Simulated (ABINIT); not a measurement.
A run of ABINIT 10.8.3 (patched build):

File run.abi:

```
# Pseudopotentials
pp_dirpath "./"
pseudos "Nb.GGA_PBE-JTH.xml"

# Structure
acell 5.4462775076 5.4462775076 5.4462775076
rprim
    -0.5773502692     0.5773502692     0.5773502692
     0.5773502692    -0.5773502692     0.5773502692
     0.5773502692     0.5773502692    -0.5773502692
ntypat 1
znucl 41
natom 1
typat 1
xred
     0.0000000000     0.0000000000     0.0000000000

# Plane-wave basis
ecut 19.0
pawecutdg 38.0

# k points
kptopt 1
ngkpt 4 4 4
nshiftk 1
shiftk 0.0 0.0 0.0

# Exchange and correlation
ixc -497498
usekden 1
pawxcdev 0

# Bands and occupations
nband 11
occopt 3
tsmear 0.00183747

# SCF cycle
nstep 100
tolvrs 1.0e-7

# Output
iomode 3
prtwf 0
prtden 0
prteig 0
prtebands 0
enunit 1
prtvol 2
```

Potentials or basis: JTH PAW PBE v2.0.

The run is started by

```bash
$ abinit run.abi > log 2>&1
```

Hardware: 1 thread of Arm Neoverse V1, on a shared host.

Task: How long does it take, and how much memory?

Result: It took 9.1 s on 1 thread of Arm Neoverse V1, on a shared host, peak memory 0.09 GiB. Counts: scf iterations 8, mpi ranks 1, k points 8, bands 11, plane waves 493.
